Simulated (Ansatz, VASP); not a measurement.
## Two plane-wave programs on CdS

```
CELL_PARAMETERS angstrom
0.00000 2.98168 2.98168
2.98168 0.00000 2.98168
2.98168 2.98168 0.00000
ATOMIC_POSITIONS crystal
Cd 0.00000 0.00000 0.00000
S 0.75000 0.75000 0.75000
```

Change from the starting cell: volume scaled by 1.04, PAW files.

Alike in both runs: task electric field gradients; functional PBE; k mesh 7 × 7 × 7; occupations fermi-dirac, width 0.02 eV; no spin polarisation.

|  | VASP | Ansatz |
| --- | --- | --- |
| version | VASP 6.6.1 | Ansatz 0.2.0 |
| potentials or method | VASP PAW PBE potentials, release 64 (Cd, S) | PAW with Ansatz's default frozen-core files, scalar-relativistic |
| plane-wave cutoff (eV) | 520 | 420 |
| valence electrons in the cell | 18 | 26 |

|  | VASP | Ansatz | Ansatz less VASP |
| --- | --- | --- | --- |
| gap on the k mesh at the Fermi level (eV) | 1.00 | 1.00 | -0.001 |
| pressure (GPa) | -0.7 | -0.9 | -0.27 |
| Vzz of the field gradient on the site that differs most (V/Å²) | 0.0 | 0.0 | 0.00 |

The two sets of potentials don't hold the same shells in valence. Ansatz warned: «gradients_without_spin_orbit».
